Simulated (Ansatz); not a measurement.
**Could SiO2 exist in this structure?**

Plane-wave DFT in Ansatz with scalar-relativistic PAW potentials. The crystal relaxes under PBE to I-42d with a = 5.027 Å, c = 7.379 Å, 15.54 Å³/atom. No spin polarisation.

```yaml
crystal:
  lattice:
    - [-2.51337, 2.51337, 3.68939]
    - [2.51337, -2.51337, 3.68939]
    - [2.51337, 2.51337, -3.68939]
  atoms:
    - { symbol: Si, position: [0.00000, 0.00000, 0.00000] }
    - { symbol: Si, position: [0.75000, 0.25000, 0.50000] }
    - { symbol: O, position: [0.96701, 0.62500, 0.84201] }
    - { symbol: O, position: [0.37500, 0.21701, 0.34201] }
    - { symbol: O, position: [0.78299, 0.12500, 0.15799] }
    - { symbol: O, position: [0.87500, 0.03299, 0.65799] }
```

Task: Test it against the elements, against displacements at the zone centre and against strain.

Result:
- Energy over the elements: -2.786 eV/atom (PBE, standard states in the same functional, gases uncorrected)
- Optical modes at Γ: all 15 real, 136 to 1120 cm⁻¹ (LDA, without the LO-TO term)
- Least eigenvalue of the elastic tensor: 19 GPa (LDA)

It passes all three tests. So it is a local minimum against everything tried and bound against the elements. Modes at other wave vectors, other structures and decomposition into other compounds weren't tested here. The modes and the tensor belong to cells relaxed at their own level (14.73 Å³/atom for the tensor), not to the cell shown; modes and shear constants soften as a cell grows, so the larger cell shown may fail a test that the smaller one passes.

This form isn't the usual stable structure of the compound.